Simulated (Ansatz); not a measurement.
## Field gradients of GeS from run to run

Cell of run 1: a Materials Project structure (computed, not necessarily an observed phase), atoms as given.

Space group Pnma (No. 62); a = 10.7808, b = 3.6031, c = 4.5231 Å.

| site | Wyckoff | site symmetry | x | y | z |
| --- | --- | --- | --- | --- | --- |
| Ge | 4c | .m. | 0.8722 | 0.2500 | 0.3669 |
| S | 4c | .m. | 0.6548 | 0.2500 | 0.5148 |

One atom of each set is listed.

Relaxed positions (PBE, cell held):

Ge (0.8745, 0.2500, 0.3582)
S (0.6532, 0.2500, 0.4990)

All runs are DFT with Ansatz 0.2.0 (plane waves and PAW, scalar-relativistic unless spin–orbit coupling is named, Γ-centred meshes, Fermi–Dirac smearing where given) in this cell.

Run 1: PBE, atoms as given; 420 eV, 3×9×7 k-points, smearing 0.01 eV.
Run 2: r2SCAN, atoms as given; 500 eV, 3×9×7 k-points, smearing 0.01 eV.
Run 3: PBE, atoms relaxed; 420 eV, 3×9×7 k-points, smearing 0.01 eV.
Run 4: r2SCAN, at the relaxed atoms; 500 eV, 3×9×7 k-points, smearing 0.01 eV.

```json
{"run": "1", "Ge V_zz (η)": "-8.23 (0.25)", "S V_zz (η)": "-6.51 (0.09)"}
```

The results of the other runs, out of order. V_zz in 10²¹ V/m².

```
result   Ge V_zz (η)    S V_zz (η)
     A  -7.84 (0.30)  -5.97 (0.15)
     B  -9.31 (0.23)  -6.83 (0.09)
     C  -8.89 (0.28)  -6.31 (0.15)
```

Task: Which result belongs to which run?

Result: A is run 3, B is run 2, C is run 4. Taken one at a time, the functional (r2SCAN with its higher cutoff) moves the tensors on these sites by up to 1.09 (largest principal value of the change, on Ge), the positions of the atoms (as given or relaxed) by 0.99 (Ge).

In runs 1, 4 the atoms aren't at the calculated equilibrium (largest force 0.29, 0.29 eV/Å).
